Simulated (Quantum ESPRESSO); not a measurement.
Here is a Quantum ESPRESSO 7.5 calculation.

Contents of pw.in:

```
&CONTROL
  calculation = 'vc-relax'
  prefix = 'pwscf'
  outdir = './tmp'
  pseudo_dir = './pseudo'
  tprnfor = .true.
  tstress = .true.
  disk_io = 'low'
  nstep = 40
  forc_conv_thr = 0.0004
  etot_conv_thr = 1d-05
/
&SYSTEM
  ibrav = 0
  celldm(1) = 8
  nat = 4
  ntyp = 2
  ecutwfc = 56
  ecutrho = 448
  nbnd = 34
  occupations = 'smearing'
  smearing = 'fd'
  degauss = 0.00367493
/
&ELECTRONS
  conv_thr = 8d-10
  electron_maxstep = 120
  mixing_beta = 0.5
/
&IONS
  ion_dynamics = 'bfgs'
/
&CELL
  cell_dynamics = 'bfgs'
  press = 0
  press_conv_thr = 0.3
/
ATOMIC_SPECIES
Cu    63.5460 cu_pbesol_v1.2.uspp.F.UPF
O     15.9990 o_pbesol_v1.2.uspp.F.UPF
CELL_PARAMETERS alat
  0.7766832079723   0.0000000000000   0.0000000000000
 -0.3883416028051   0.6726273876999   0.0000000000000
  0.0000000000000   0.0000000000000   1.2720277699627
ATOMIC_POSITIONS crystal
Cu     0.6666666667    0.3333333333    0.0000000000
Cu     0.3333333333    0.6666666667    0.5000000000
O      0.6666666667    0.3333333333    0.6252000000
O      0.3333333333    0.6666666667    0.1252000000
K_POINTS automatic
9 9 5 0 0 0
```

Potentials or basis: GBRV 1.5 PBEsol.

The run is started by

```sh
$ OMP_NUM_THREADS=1 pw.x -in pw.in > pw.out
```

Estimate the space group after relaxing (to 0.05 Å).

P6_3mc (No. 186).

What does it give for the band gap on the k mesh?

None (metal or under the smearing width).

Final structure:
```
Cu O
1.0
     3.08342    0.00000    0.00000
    -1.54171    2.67032    0.00000
     0.00000    0.00000    5.35430
Cu O
2 2
Direct
  0.66667 0.33333 0.98974
  0.33333 0.66667 0.48974
  0.66667 0.33333 0.63546
  0.33333 0.66667 0.13546
```

Caveat: the run has no spin polarisation, though such a crystal can be magnetic; semilocal functionals often make such compounds metallic where correlation or magnetic order opens a gap, which also shifts bond lengths. With open d or f shells a metallic result of PBEsol can be an artefact of self-interaction; +U or a hybrid may open a gap.
